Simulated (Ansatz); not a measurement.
Level of theory: DFT, RPBE, plane waves (420 eV) with PAW, scalar-relativistic in Ansatz 0.2.0. (PAW data from PBE, frozen cores regenerated.)

An element in the fcc structure gives this curve. The cell is scaled uniformly from the relaxed one, with fractional coordinates and shape fixed. Energies are extrapolated to zero smearing, pressures are those at the given smearing. Magnetic state: spin not included.

```tsv
V (Å³/atom)	E − E₀ (meV/atom)	P (GPa)
25.326	50.4	5.44
26.477	20.1	3.17
27.628	4.4	1.40
28.779	0.0	0.03
29.930	4.4	-1.04
31.081	15.6	-1.87
32.233	32.0	-2.50
```

**Question.** Which element is it?
A. scandium
B. yttrium
C. indium
D. lutetium

**Answer.** C. Its fit is V₀ = 28.73 Å³/atom, B₀ = 31 GPa, B₀′ = 5.3.
